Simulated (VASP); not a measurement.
Here is a VASP 6.6.1 calculation.

Contents of INCAR:

```
ALGO = Normal
EDIFF = 1E-6
ENCUT = 520
GGA = CA
ISIF = 2
ISMEAR = -1
LASPH = True
LCHARG = True
LELF = True
LREAL = False
LVHAR = True
LWAVE = False
NBANDS = 18
NELM = 80
PREC = Accurate
SIGMA = 0.13605693000000002
```

KPOINTS

```
k-points
0
Gamma
  12 12 12
```

Contents of POSCAR:

```
Lu
1.0
   -1.8724082711      1.8724082711      1.8724082711
    1.8724082711     -1.8724082711      1.8724082711
    1.8724082711      1.8724082711     -1.8724082711
Lu
1
Direct
    0.0000000000      0.0000000000      0.0000000000
```

Potentials or basis: VASP PAW PBE potentials, release 64 (Lu).

Command:

```bash
$ cat potpaw_PBE.64/Lu/POTCAR > POTCAR
$ mpirun -np 1 vasp_std > vasp.out
```

Question: Predict the pressure.

Answer: 0.4 GPa.

Question: Estimate the band gap on the k mesh.

Answer: None (metal or under the smearing width).

Caveat: the PAW data sets were made with another functional, which shifts forces and pressure a little. The run has no spin-orbit coupling, so splittings on Lu are missing.
